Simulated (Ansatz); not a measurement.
Consider ZrO$_{2}$ in the fluorite structure (space group Fm-3m, No. 225; a = 5.089 Å). Axes: x, y, z lie along the cube axes.

Calculations: r2SCAN (Ansatz, a first-principles code; PAW; 500 eV plane waves; no SOC).

Base values:

The valley order is Γ 3.89 eV; X along ⟨100⟩ 4.29 eV; a point along ⟨110⟩, about 0.8 Å⁻¹ from Γ 4.29 eV; L along ⟨111⟩ 4.50 eV. The pressure is 0.00 GPa. The shortest interatomic distance is 2.204 Å.

Modification: tensor shear ε_xz = +3.01 % (engineering shear γ = 0.0602); the atoms relax in the strained cell.

Q: What does the calculation give for the energy relative to the base, valley order, pressure and shortest interatomic distance after the change?

A: The energy increases by 8.9 meV/atom; the valley order (the lowest conduction-band minima on the path, energy above the VBM, named in the base's zone) changes from Γ 3.89 eV; X along ⟨100⟩ 4.29 eV; a point along ⟨110⟩, about 0.8 Å⁻¹ from Γ 4.29 eV; L along ⟨111⟩ 4.50 eV to Γ 3.88 eV; a point along [101], about 0.9 Å⁻¹ from Γ 4.11 eV; X along [010] 4.29 eV; X along [001] 4.30 eV; the pressure (mean of the normal stresses, compression positive) goes from zero to 0.55 GPa; the shortest interatomic distance drops by 0.032 Å to 2.172 Å.

The levels and masses belong to the bands next to the band gap. Stability against distortions was not tested. This is not the structure that ZrO2 has at room temperature and ambient pressure.
